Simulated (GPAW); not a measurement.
A run of GPAW 26.7.0 is set up as follows.

The input run.py:

```python
import numpy as np
from ase import Atoms
from ase.dft.bandgap import bandgap
from ase.io import write
from ase.units import GPa
from gpaw import GPAW, PW, setup_paths
from gpaw.spinorbit import soc_eigenstates

setup_paths.insert(0, '.')

atoms = Atoms(['As', 'Ga'],
              cell=[[0.0, 2.82685, 2.82685],
                    [2.82685, 0.0, 2.82685],
                    [2.82685, 2.82685, 0.0]],
              scaled_positions=[[0.75, 0.75, 0.75],
                                [0.0, 0.0, 0.0]],
              pbc=True)

calc = GPAW(mode=PW(600),
            xc='PBEsol',
            kpts={'size': (8, 8, 8), 'gamma': True},
            occupations={'name': 'fermi-dirac', 'width': 0.05},
            nbands=11,
            convergence={'density': 1e-05, 'energy': 1e-05},
            maxiter=150,
            txt='gpaw.txt')
atoms.calc = calc
energy = atoms.get_potential_energy()
forces = atoms.get_forces()
stress = atoms.get_stress()
calc.write('gs.gpw')
write('result.traj', atoms)
print(f'Energy: {energy:.6f} eV')
print('Forces (eV/A):')
print(forces.round(4))
print('Stress (GPa):', (stress / GPa).round(3))
print('Fermi level:', round(calc.get_fermi_level(), 4), 'eV')
print(f'Gap: {bandgap(calc)[0]:.4f} eV, direct: {bandgap(calc, direct=True)[0]:.4f} eV')

path = atoms.cell.bandpath('GXWKGLUWLK,UX', npoints=60, eps=1e-4)
bs_calc = calc.fixed_density(kpts=path, symmetry='off', nbands=21,
                             convergence={'bands': 'CBM+6.0', 'eigenstates': 1e-6}, txt='bands.txt')
bs = bs_calc.band_structure()
bs.write('bs.json')
print(f'Gap on the path: {bandgap(bs_calc)[0]:.4f} eV')

soc = soc_eigenstates(bs_calc, theta=90, phi=0)
np.savetxt('soc_bands.dat', soc.eigenvalues(), fmt='%.4f')
mesh = soc_eigenstates('gs.gpw', theta=90, phi=0)
np.savetxt('soc_mesh.dat', mesh.eigenvalues(), fmt='%.4f')
print('Fermi level with spin-orbit coupling:', round(mesh.fermi_level, 4), 'eV')
```

Potentials or basis: PAW data sets generated in the run's folder for this functional, pw.

Launch:

```bash
$ gpaw-setup -f PBEsol As Ga
$ OMP_NUM_THREADS=1 python run.py
```

Estimate the band gap along the path.

0.40 eV, direct.

Estimate the pressure.

1.3 GPa.

Estimate the band gap on the k mesh.

0.40 eV, direct.

Levels at the corners of the path, in eV from the valence-band top:
```csv
point,band 6,band 7,band 8,band 9,band 10,band 11
Γ,0.00,0.00,0.00,0.40,0.40,3.49
X,-2.84,-2.76,-2.76,1.24,1.24,1.48
W,-3.64,-3.50,-3.46,4.39,4.53,4.59
K,-3.99,-2.38,-2.38,1.77,1.77,4.46
Γ,0.00,0.00,0.00,0.40,0.40,3.49
L,-1.37,-1.15,-1.15,0.85,0.85,4.46
U,-3.99,-2.38,-2.38,1.77,1.77,4.46
W,-3.64,-3.50,-3.46,4.39,4.53,4.59
L,-1.37,-1.15,-1.15,0.85,0.85,4.46
K,-3.99,-2.38,-2.38,1.77,1.77,4.46
U,-3.99,-2.38,-2.38,1.77,1.77,4.46
X,-2.84,-2.76,-2.76,1.24,1.24,1.48
```

Caveat: spin-orbit coupling was added after a scalar SCF, so levels and gaps hold it while energy, forces, pressure and moments don't; this program's spin-orbit splittings come out too wide for heavy elements.

**What was measured.**

“Evidence of valence band perturbations in GaAsN/GaAs(001): A combined variable-angle spectroscopic ellipsometry and modulated photoreflectance investigation”, 2008, arxiv:0805.2212 reports, for a bulk crystal of GaAs at 300 K: band gap 1.418 ± 0.005 eV (direct).

Measured gap of GaAs: 1.418 eV (direct; 300 K; “Evidence of valence band perturbations in GaAsN/GaAs(001): A combined variable-angle spectroscopic ellipsometry and modulated photoreflectance investigation”, 2008, arxiv:0805.2212). This calculation gives 0.40 eV (-1.02 eV). So large a miss can be the level of theory's own, or it may mean another phase, state or a wrong row. 3 values of this kind are on record (1.412 to 1.51 eV); this one was drawn at random among those near their median, those with a stated uncertainty first. The value is that of PBEsol, without temperature or zero-point motion. Semilocal functionals fall short of measured gaps as a rule.
